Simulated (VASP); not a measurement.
Set up this calculation in VASP 6.6.1, as the native input.

```
Task                   : relaxation of shape and atoms at fixed volume
Functional             : PBE
Potentials or basis    : VASP PAW PBE potentials, release 64 (Te)
Cutoff                 : 300 eV
k mesh                 : 5 × 5 × 3
Occupations            : gaussian, width 0.03 eV
Spin                   : no spin polarisation
Further INCAR settings : ALGO = Normal; EDIFF = 1e-07; IBRION = 2; EDIFFG = -0.01; NSW = 40; ISIF = 4
```

The structure of Te lies in POSCAR:

```
Te                                      
1.0
    4.5536284719     -0.0000000000     -0.0000000000
   -2.2768142359      3.9435579361      0.0000000000
   -0.0000000000     -0.0000000000      5.9743968344
  Te            
     3
Direct
     0.2695138748254506    0.0000000000000000    0.3333333332999970
     0.0000000000000000    0.2695138748254506    0.6666666667000030
     0.7304861251745494    0.7304861251745494    1.0000000000000000
```

The cell isn't the ideal one: a relaxed cell with its volume scaled by 1.02.

One way to write it, as run:

INCAR

```
SYSTEM = Te
PREC = Accurate
ENCUT = 300
EDIFF = 1E-7
ISMEAR = 0
SIGMA = 0.03
LREAL = .False.
LASPH = .True.
NELM = 80
ALGO = Normal
ISIF = 4
LWAVE = .False.
LCHARG = .False.
GGA = PE
IBRION = 2
NSW = 40
EDIFFG = -0.01
```

KPOINTS

```
Automatic mesh
0
Gamma
  5 5 3
  0 0 0
```

Potentials or basis: VASP PAW PBE potentials, release 64 (Te).

Run with:

```bash
$ cat potpaw_PBE.64/Te/POTCAR > POTCAR
$ mpirun -np 1 vasp_std > vasp.out
```

It gave:

| Item | Value |
| --- | --- |
| Energy gained by relaxing | 1.2 meV/atom |
| Ionic steps | 4 |
| Pressure after relaxing | -0.3 GPa |
| Largest force after relaxing | 0.004 eV/Å |
| Band gap on the k mesh | 0.90 eV, indirect (least direct gap 1.27 eV) |

Caveat: spin-orbit coupling is left out, which moves the levels of the heavy elements; an odd mesh through Γ misses points on the zone boundary, where band edges often lie.

It took 14 s on 1 thread of Intel(R) Xeon(R) 6975P-C (Granite Rapids) (shared host), peak memory 0.16 GiB.
